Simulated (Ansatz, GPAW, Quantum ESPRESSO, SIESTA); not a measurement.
# Ge: programs and potentials compared

```
Ge
1.0
     1.39715   -2.60052    0.00000
     1.39715    2.60052    0.00000
     0.00000    0.00000    2.69823
Ge
1
Direct
  0.50000 0.50000 0.00000
```

This isn't the form of Ge at room conditions, which is diamond.

Alike in all runs: task band structure; functional LDA; k mesh 11 × 11 × 10; occupations fermi-dirac, width 0.05 eV; no spin polarisation; no spin-orbit coupling. LDA stands for any of its common fits. Pressure is positive in compression and, in plane waves, holds the error of the finite cutoff.

```json
{"program and potentials": "GPAW, the program's PAW data sets (release 1.2.1) made for this functional", "plane-wave cutoff (eV)": "600", "notes": "4 valence electrons an atom on average", "pressure (GPa)": "-5.79"}
{"program and potentials": "Ansatz, all-electron LAPW, scalar-relativistic", "plane-wave cutoff (eV)": "-", "notes": "-", "pressure (GPa)": "-5.60"}
{"program and potentials": "SIESTA, files PseudoDojo sr-lda-0.4.1-standard, DZP (energy shift 0.003 Ry; two zetas on semicore shells)", "plane-wave cutoff (eV)": "-", "notes": "atomic basis; 14 valence electrons an atom on average", "pressure (GPa)": "-4.08"}
{"program and potentials": "Quantum ESPRESSO, GBRV 1.5 LDA", "plane-wave cutoff (eV)": "612", "notes": "14 valence electrons an atom on average", "pressure (GPa)": "-5.84"}
```

The pressure spans -5.84 (Quantum ESPRESSO, GBRV 1.5 LDA) to -4.08 GPa (SIESTA, files PseudoDojo sr-lda-0.4.1-standard, DZP (energy shift 0.003 Ry; two zetas on semicore shells)), with all-electron results at -5.60. The pressure on the cell as given of SIESTA, files PseudoDojo sr-lda-0.4.1-standard, DZP (energy shift 0.003 Ry; two zetas on semicore shells) lies far from the others; the cause wasn't traced. Rows in atomic bases carry the error of their basis and grid, which can be large.

The functional is the same throughout but for its coding, so the spread measures potentials, basis and numerics; runs on potential files found faulty are left out.
